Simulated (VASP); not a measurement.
# Fe (Im-3m) in VASP: single point with LDA

Aim: the single point of Fe with LDA.

Everything below comes from runs of VASP 6.6.1. Logs are shortened: lines on timing, memory, paths and dates and some standing lists are left out, and cuts for length are marked.

## Step 1: Starting point

It takes space group Im-3m (No. 229, cubic). The conventional cell has a = 2.746 Å, b = 2.746 Å, c = 2.746 Å, α = 90.00°, β = 90.00°, γ = 90.00°. Fe (site symmetry m-3m) is surrounded by 8 Fe at 2.38 Å.

## Step 2: Single point, LDA, collinear spin, ferromagnetic start

Input file INCAR:

```
SYSTEM = Fe
  PREC = Accurate
  ENCUT = 520
  EDIFF = 1E-6
  ISMEAR = 1
  SIGMA = 0.1
  LREAL = .False.
  LASPH = .True.
  NELM = 150
  ALGO = Normal
  ISIF = 2
  LWAVE = .False.
  LCHARG = .False.
  ISPIN = 2
  MAGMOM = 2.1
  LORBIT = 11
  LMAXMIX = 4
  AMIX = 0.2
  BMIX = 1E-4
  AMIX_MAG = 0.8
  BMIX_MAG = 1E-4
  ICORELEVEL = 1
```

Input file KPOINTS:

```
Automatic mesh
0
Gamma
  17 17 27
  0 0 0
```

Input file POSCAR:

```
Fe
1.0
    2.3784417800      0.0000000000      0.0000000000
   -0.7928139300      2.2424164100      0.0000000000
    0.7928139300      1.1212082100      1.9419895800
Fe
1
Direct
    0.0000000000      0.0000000000      0.0000000000
```

Potentials or basis: VASP PAW LDA potentials, release 64 (Fe).

Started as:

```
> cat potpaw_LDA.64/Fe/POTCAR > POTCAR
> mpirun -np 1 vasp_std > vasp.out
```

OUTCAR:

```text
SYSTEM = Fe
   PREC = Accurate
   ENCUT = 520
   EDIFF = 1E-6
   ISMEAR = 1
   LREAL = .False.
   LASPH = .True.
   NELM = 150
   ISIF = 2
   ISPIN = 2
   LORBIT = 11
   AMIX = 0.2
   AMIX_MAG = 0.8

 ion  position               nearest neighbor table
   1  0.000  0.000  0.000-

  LATTYP: Found a body centered cubic cell.
 ALAT       =     2.7463879960

  Lattice vectors:

 A1 = (   0.7928139200,   1.1212082000,  -1.9419895800)
 A2 = (  -2.3784417800,   0.0000000000,   0.0000000000)
 A3 = (   0.7928139300,   1.1212082100,   1.9419895800)

Analysis of symmetry for initial positions (statically):
=====================================================================
 Subroutine PRICEL returns:
 Original cell was already a primitive cell.

 Routine SETGRP: Setting up the symmetry group for a
 body centered cubic supercell.

 Subroutine GETGRP returns: Found 48 space group operations
 (whereof 48 operations were pure point group operations)
 out of a pool of 48 trial point group operations.

The static configuration has the point symmetry O_h .

Analysis of symmetry for dynamics (positions and initial velocities):
=====================================================================
 Subroutine PRICEL returns:
 Original cell was already a primitive cell.

 Routine SETGRP: Setting up the symmetry group for a
 body centered cubic supercell.

 Subroutine GETGRP returns: Found 48 space group operations
 (whereof 48 operations were pure point group operations)
 out of a pool of 48 trial point group operations.

The dynamic configuration has the point symmetry O_h .

Analysis of structural, dynamic, and magnetic symmetry:
=====================================================================
 Subroutine PRICEL returns:
 Original cell was already a primitive cell.

 Routine SETGRP: Setting up the symmetry group for a
 body centered cubic supercell.

 Subroutine GETGRP returns: Found 48 space group operations
 (whereof 48 operations were pure point group operations)
 out of a pool of 48 trial point group operations.

The overall configuration has the point symmetry O_h .

 Subroutine INISYM returns: Found 48 space group operations
 (whereof 48 operations are pure point group operations),
 and found     1 'primitive' translations

----------------------------------------------------------------------------------------

                                     Primitive cell

  volume of cell :      10.3575

  direct lattice vectors                    reciprocal lattice vectors
     2.378441780  0.000000000  0.000000000     0.420443337  0.148649168 -0.257467912
    -0.792813930  2.242416410  0.000000000     0.000000000  0.445947504 -0.257467912
     0.792813930  1.121208210  1.941989580     0.000000000  0.000000000  0.514935822

  length of vectors
     2.378441780  2.378441776  2.378441781     0.514935822  0.514935823  0.514935822

  position of ions in fractional coordinates (direct lattice)
     0.000000000  0.000000000  0.000000000

  ion indices of the primitive-cell ions
   primitive index   ion index
                 1           1

----------------------------------------------------------------------------------------

 KPOINTS: Automatic mesh

Automatic generation of k-mesh.
 Grid dimensions read from file:
 generate k-points for:   17   17   27

 Generating k-lattice:

  Cartesian coordinates                     Fractional coordinates (reciprocal lattice)
     0.024731961  0.008744069 -0.015145171     0.058823529 -0.000000000  0.000000000
     0.000000000  0.026232206 -0.015145171     0.000000000  0.058823529  0.000000000
     0.000000000  0.000000000  0.019071697     0.000000000  0.000000000  0.037037037

  Length of vectors
     0.030290342  0.030290343  0.019071697

  Shift w.r.t. Gamma in fractional coordinates (k-lattice)
     0.000000000  0.000000000  0.000000000

 -----------------------------------------------------------------------------
|                                                                             |
|           W    W    AA    RRRRR   N    N  II  N    N   GGGG   !!!           |
[... 31 lines left out ...]
  0.294118  0.000000 -0.000000      6.000000
[... 16 lines left out ...]
  0.411765  0.117647  0.000000     12.000000
  0.176471  0.176471 -0.000000      6.000000
 [... further k-points ...]
   k-points           NKPTS =   2022   k-points in BZ     NKDIM =   2022   number of bands    NBANDS=      9
   number of dos      NEDOS =    301   number of ions     NIONS =      1
   total plane-waves  NPLWV =   5832
   dimension x,y,z NGX =    18 NGY =   18 NGZ =   18
   dimension x,y,z NGXF=    36 NGYF=   36 NGZF=   36
   ions per type =               1
   NGX,Y,Z   is equivalent  to a cutoff of  12.58, 12.58, 12.58 a.u.
   NGXF,Y,Z  is equivalent  to a cutoff of  25.16, 25.16, 25.16 a.u.
 SYSTEM =  Fe
   PREC   = accura    normal or accurate (medium, high low for compatibility)
   ISTART =      0    job   : 0-new  1-cont  2-samecut
   ICHARG =      2    charge: 1-file 2-atom 10-const
   ISPIN  =      2    spin polarized calculation?
   LNONCOLLINEAR =      F non collinear calculations
   LSORBIT =      F    spin-orbit coupling
   LASPH  =      T    aspherical Exc in radial PAW
   ENCUT  =  520.0 eV  38.22 Ry    6.18 a.u.   4.42  4.42  4.42*2*pi/ulx,y,z
   NELM   =    150;   NELMIN=  2; NELMDL= -5     # of ELM steps
   EDIFF  = 0.1E-05   stopping-criterion for ELM
   LREAL  =      F    real-space projection
   EDIFFG = 0.1E-04   stopping-criterion for IOM
   NSW    =      0    number of steps for IOM
   IBRION =     -1    ionic relax: 0-MD 1-quasi-New 2-CG
   NFREE  =      0    steps in history (QN), initial steepest desc. (CG)
   ISIF   =      2    stress and relaxation
   ISYM   =      2    0-nonsym 1-usesym 2-fastsym
   POTIM  = 0.5000    time-step for ionic-motion
   TEBEG  =    0.0;   TEEND  =   0.0 temperature during run
   PSTRESS=    0.0 pullay stress
   NELECT =       8.0000    total number of electrons
   NUPDOWN=      -1.0000    fix difference up-down
   EMIN   =  10.00;   EMAX   =-10.00  energy-range for DOS
   EFERMI =   0.00;   METHOD = LEGACY
   ISMEAR =     1;   SIGMA  =   0.10  broadening in eV -4-tet -1-fermi 0-gaus
   EFERMI_NEDOS =   21; number of points for ismear=-14 and -15
   IALGO  =     38    algorithm
   IMIX   =      4    mixing-type and parameters
     AMIX     =   0.20;   BMIX     =  0.00
     AMIX_MAG =   0.80;   BMIX_MAG =  0.00
  volume/ion in A,a.u.               =      10.36        69.90
  Fermi-wavevector in a.u.,A,eV,Ry     =   1.502056  2.838475 30.697107  2.256174
  Thomas-Fermi vector in A             =   2.613347
   LORBIT       =     11    0 simple, 1 ext, 2 COOP (PROOUT), +10 PAW based schemes
   GGA     = CA    functional components
   LHFCALC =     F    Hartree Fock is set to
   AEXX    =    0.0000 exact exchange contribution
   IVDW    =     0    specifies the selected vdW correction
   LEPSILON=     F    determine dielectric tensor
   LRPA    =     F    only Hartree local field effects (RPA)
 spin polarized calculation
 Methfessel and Paxton  Order N= 1 SIGMA  =   0.10
  energy-cutoff  :      520.00
  volume of cell :       10.36
 maximum number of plane-waves:       321
 NGX is ok and might be reduce to    18
   NGX =  9   NGY =  9   NGZ =  9

 number of electron       7.9999992 magnetization       1.9859643

 Free energy of the ion-electron system (eV)
  ---------------------------------------------------
  ext. energy  EPLUGINS =         0.00000000
  ---------------------------------------------------
  free energy    TOTEN  =        -9.22408281 eV

  energy without entropy =       -9.22425889  energy(sigma->0) =       -9.22414150

 the core state eigenenergies are
   1-  1s  -6950.8400  2s   -802.7202  2p   -683.6555  3s    -79.2437  3p    -45.8540

 E-fermi :   6.7540     XC(G=0): -13.9454

 val. band max:        6.7538825460   @ k =  -0.3529   0.2353   0.1852
 cond. band min:       6.7543311716   @ k =  -0.1176   0.1765   0.2963
 fundamental gap:      0.0004486256
 Fermi energy:         6.7540081507

 spin component 1

 k-point     1 :       0.0000    0.0000    0.0000
  band No.  band energies     occupation
      1      -2.3680      1.00000
      2       4.2395      1.00000
      3       4.2395      1.00000
      4       4.2395      1.00000
      5       5.8026      1.00000
      6       5.8026      1.00000
      7      32.4735      0.00000
      8      32.4735      0.00000
      9      32.4735      0.00000
[... 265 lines left out ...]
 k-point    24 :       0.1765    0.1765   -0.0000
  band No.  band energies     occupation
      1       0.9906      1.00000
      2       3.4715      1.00000
      3       3.6412      1.00000
      4       5.4567      1.00000
      5       6.0546      1.00000
      6       6.6712      0.99689
      7      22.9081      0.00000
      8      24.0224      0.00000
      9      29.7786      0.00000

 [... further k-points ...]

 spin component 2

 k-point     1 :       0.0000    0.0000    0.0000
  band No.  band energies     occupation
      1      -1.9837      1.00000
      2       5.8553      1.00000
      3       5.8553      1.00000
      4       5.8553      1.00000
      5       7.9244     -0.00000
      6       7.9245     -0.00000
      7      32.6556      0.00000
      8      32.6556      0.00000
      9      32.6556      0.00000
[... 265 lines left out ...]
 k-point    24 :       0.1765    0.1765   -0.0000
  band No.  band energies     occupation
      1       1.5305      1.00000
      2       4.9765      1.00000
      3       5.0959      1.00000
      4       7.4344     -0.00000
      5       8.1184     -0.00000
      6       8.4182     -0.00000
      7      23.7082      0.00000
      8      24.7062      0.00000
      9      30.4213      0.00000

 [... further k-points ...]

------------------------ aborting loop because EDIFF is reached ----------------------------------------

  FORCE on cell =-STRESS in cart. coord.  units (eV):
  Direction    XX          YY          ZZ          XY          YZ          ZX
  --------------------------------------------------------------------------------------
  -------------------------------------------------------------------------------------
  Total        0.0558352      0.0558352      0.0558352     -0.0000000      0.0000000      0.0000000
  in kB        8.6370030      8.6370029      8.6370029     -0.0000000      0.0000000      0.0000000
  external PRESSURE =       8.6370029 kB  Pullay stress =       0.0000000 kB

 VOLUME and BASIS-vectors are now :
 -----------------------------------------------------------------------------
  energy-cutoff  :      520.00
  volume of cell :       10.36
      direct lattice vectors                 reciprocal lattice vectors
     2.378441780  0.000000000  0.000000000     0.420443337  0.148649168 -0.257467912
    -0.792813930  2.242416410  0.000000000     0.000000000  0.445947504 -0.257467912
     0.792813930  1.121208210  1.941989580     0.000000000  0.000000000  0.514935822

 POSITION                                       TOTAL-FORCE (eV/Angst)
 -----------------------------------------------------------------------------------
      0.00000      0.00000      0.00000         0.000000     -0.000000      0.000000
 -----------------------------------------------------------------------------------
    total drift:                               -0.000000      0.000000     -0.000000

  FREE ENERGIE OF THE ION-ELECTRON SYSTEM (eV)
  ---------------------------------------------------
  free  energy   TOTEN  =        -9.2240828082 eV

  energy  without entropy=       -9.2242588856  energy(sigma->0) =       -9.22414150

 total charge

# of ion       s       p       d       tot
------------------------------------------
    1        0.529   0.621   6.336   7.487

 magnetization (x)

# of ion       s       p       d       tot
------------------------------------------
    1       -0.009  -0.033   1.992   1.951
```

Wall time 2.4 min (1 thread of Intel Xeon Platinum 8559C (Emerald Rapids), shared host); peak memory 0.44 GiB.

Results:

| Item | Value |
| --- | --- |
| Free energy | -9.2241 eV |
| Pressure | 0.9 GPa |
| Band gap on the k mesh | none (metal or under the smearing width) |
| Net moment | 1.99 μB per cell |
| Site moments | Fe +1.95 μB |
| Valence electrons inside the program's atomic spheres | Fe 7.49 |

Core levels (eV, on the scale of the bands):
```
atom                                                levels
1 Fe  1s -6950.8, 2s -802.7, 2p -683.7, 3s -79.2, 3p -45.9
```
